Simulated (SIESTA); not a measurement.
Crystal: Al2Pt.

```
CELL_PARAMETERS angstrom
0.00000 2.95500 2.95500
2.95500 0.00000 2.95500
2.95500 2.95500 0.00000
ATOMIC_POSITIONS crystal
Pt 0.00000 0.00000 0.00000
Al 0.75000 0.75000 0.75000
Al 0.25000 0.25000 0.25000
```

Base run:

| Item | Value |
| --- | --- |
| Program | SIESTA 5.4.2 |
| Functional | RPBE |
| Potentials or basis | PseudoDojo 0.4 standard (PBE files) |
| Basis | DZP (energy shift 0.003 Ry; two zetas on semicore shells) |
| Grid cutoff | 800 Ry |
| Energy shift | 0.003 Ry |
| k mesh | 8 × 8 × 8 |
| Occupations | fermi-dirac, width 0.05 eV |
| Spin | no spin polarisation |

Its results: band gap on the k mesh none (metal or under the smearing width); pressure 4.4 GPa.

Task: The run is repeated on the same cell with these changes: functional from RPBE to LDA; potentials or basis from PseudoDojo 0.4 standard (PBE files) to PseudoDojo 0.4 standard (LDA files). What comes out?

Result: Band gap on the k mesh none (metal or under the smearing width); pressure -3.0 GPa.

Caveats: short orbitals over semicore shells can move pressures by several GPa; the basis of atomic orbitals isn't converged, which shifts pressures, moduli and gaps; the potentials were made for another functional, which shifts forces and pressure (some runs).
